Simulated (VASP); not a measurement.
A run of VASP 6.6.1 is set up as follows.

Contents of INCAR:

```
SYSTEM = BP
PREC = Accurate
ENCUT = 600
EDIFF = 1E-6
ISMEAR = 0
SIGMA = 0.03
LREAL = .False.
LASPH = .True.
NELM = 80
ALGO = Normal
ISIF = 3
LWAVE = .False.
LCHARG = .False.
GGA = PS
IBRION = 2
NSW = 90
EDIFFG = -0.01
```

The input KPOINTS:

```
Automatic mesh
0
Gamma
  10 10 10
  0 0 0
```

POSCAR

```
BP
1.0
    0.0000000000      2.2690000000      2.2690000000
    2.2690000000      0.0000000000      2.2690000000
    2.2690000000      2.2690000000      0.0000000000
B P
1 1
Direct
    0.0000000000      0.0000000000      0.0000000000
    0.2500000000      0.2500000000      0.2500000000
```

Potentials or basis: VASP PAW PBE potentials, release 64 (B, P).

The run is started by

```sh
$ cat potpaw_PBE.64/B/POTCAR potpaw_PBE.64/P/POTCAR > POTCAR
$ mpirun -np 1 vasp_std > vasp.out
```

Problem. What does it give for the relaxed cell?

Solution. a = 3.197 Å, b = 3.197 Å, c = 3.197 Å, α = 60.00°, β = 60.00°, γ = 60.00°.

Problem. Estimate the relaxed volume.

Solution. 11.55 Å³/atom.

Problem. What does it give for the space group after relaxing (to 0.05 Å)?

Solution. F-43m (No. 216).

Final structure:
```
CELL_PARAMETERS angstrom
0.00000 2.26055 2.26055
2.26055 0.00000 2.26055
2.26055 2.26055 0.00000
ATOMIC_POSITIONS crystal
B 0.00000 0.00000 0.00000
P 0.25000 0.25000 0.25000
```

Caveat: the PAW data sets were made with another functional, which shifts forces and pressure a little.
